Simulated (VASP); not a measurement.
**CsPbCl3: single point with PBEsol**

The system is CsPbCl3.

```
Pb Cs Cl
1.0
     5.60500    0.00000    0.00000
     0.00000    5.60500    0.00000
     0.00000    0.00000    5.60500
Pb Cs Cl
1 1 3
Direct
  0.49379 0.49867 0.50007
  0.99308 0.00081 0.00093
  0.49719 0.00322 0.50560
  0.99688 0.50060 0.50076
  0.50141 0.50333 0.00266
```

The cell isn't the ideal one: atoms moved at random, drawn with an rms of 0.05 Å.

```json
{"Program": "VASP 6.6.1", "Task": "single point", "Functional": "PBEsol", "Potentials or basis": "VASP PAW PBE potentials, release 64 (Pb_d, Cs_sv, Cl)", "Cutoff": "520 eV", "k mesh": "5 × 5 × 5", "Occupations": "fermi-dirac, width 0.05 eV", "Spin": "no spin polarisation", "Ladder": "free", "Further INCAR settings": "ALGO = Normal; EDIFF = 1e-07; NBANDS = 30"}
```

The pressure is 0.1 GPa and the largest force is 0.086 eV/Å. The band gap on the k mesh is 2.84 eV, direct.

Forces on the atoms (eV/Å):
```
Pb   0.047  0.062  0.037
Cs  -0.007 -0.003 -0.004
Cl  -0.002 -0.054 -0.003
Cl  -0.034 -0.002 -0.001
Cl  -0.004 -0.003 -0.029
```

Levels at points of the mesh, in eV from the valence-band top:
| k point | band 18 | band 19 | band 20 | band 21 | band 22 | band 23 | band 24 | band 25 | band 26 | band 27 |
| --- | --- | --- | --- | --- | --- | --- | --- | --- | --- | --- |
| (0.00, 0.00, 0.00) | -2.02 | -2.02 | -1.91 | -1.91 | -1.91 | 3.83 | 4.82 | 4.82 | 5.72 | 5.72 |

Run time: 81 s on 2 MPI ranks on Intel(R) Xeon(R) Platinum 8559C (Emerald Rapids), with other jobs on the host, peak memory 0.44 GiB a rank.

Caveat: the PAW data sets were made with another functional, which shifts forces and pressure a little; spin-orbit coupling is left out, which as a rule narrows the gap of such compounds by several tenths of an eV; an odd mesh through Γ misses points on the zone boundary, where band edges often lie.
